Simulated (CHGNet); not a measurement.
**α-quartz-type GeO2 (metastable phase)**

These are the machine-learned potential CHGNet 0.3.0 (trained on PBE and PBE+U data) values and carry that method's errors.

Cell: relaxed at this level.

* **lattice constant a**: 5.097 Å
* **c axis length**: 5.771 Å

Measured, for comparison: lattice constant a 4.987 Å, lattice parameter c 5.652 Å (temperature not stated, no zero-point or thermal correction; as tabulated in Saito and Ono (2011), arXiv:1008.4998). Computed (rounded) less measured: lattice constant a +2.2 %, lattice parameter c +2.1 %.

A machine-learned potential is trained on density-functional data: it inherits that level's misses and adds fitting errors of its own.

Note: the model gives imaginary modes for this phase (in the spectrum interpolated from a supercell); this model's volume lies 7 % above that of the starting cell (a measured, published or database cell).
